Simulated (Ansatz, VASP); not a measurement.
**NaI in VASP and in Ansatz**

```
Na I
1.0
     0.00000    3.23640    3.23640
     3.23640    0.00000    3.23640
     3.23640    3.23640    0.00000
Na I
1 1
Direct
  0.00000 0.00000 0.00000
  0.50772 0.50772 0.49228
```

Change from the starting cell: all I atoms moved +0.050 Å, as atom 2 along Cartesian [0 0 1].

Alike in both runs: task single point; functional r2SCAN; k mesh 6 × 6 × 6; occupations gaussian, width 0.05 eV; no spin polarisation.

|  | VASP | Ansatz |
| --- | --- | --- |
| version | VASP 6.6.1 | Ansatz 0.2.0 |
| potentials or method | VASP PAW PBE potentials, release 64 (Na_pv, I) | scalar-relativistic, plane waves, PAW |
| plane-wave cutoff (eV) | 520 | 500 |
| valence electrons in the cell | 14 | 26 |

Ansatz gave:

```
gap on the k mesh at the Fermi level (eV) : 4.43
least direct gap on the mesh (eV)         : 4.43
pressure (GPa)                            : -0.1
rms of the force components (eV/Å)        : 0.027
```

Q: Estimate VASP's values.

A: gap on the k mesh at the Fermi level (eV): 4.44; least direct gap on the mesh (eV): 4.44; pressure (GPa): -0.2; rms of the force components (eV/Å): 0.027.

Atom by atom the forces differ by 0.000 eV/Å (rms over components). The two sets of potentials don't hold the same shells in valence.

Caveats: the PAW data sets were made with another functional, which shifts forces and pressure a little (VASP); spin-orbit coupling is left out, which moves the levels of the heavy elements.
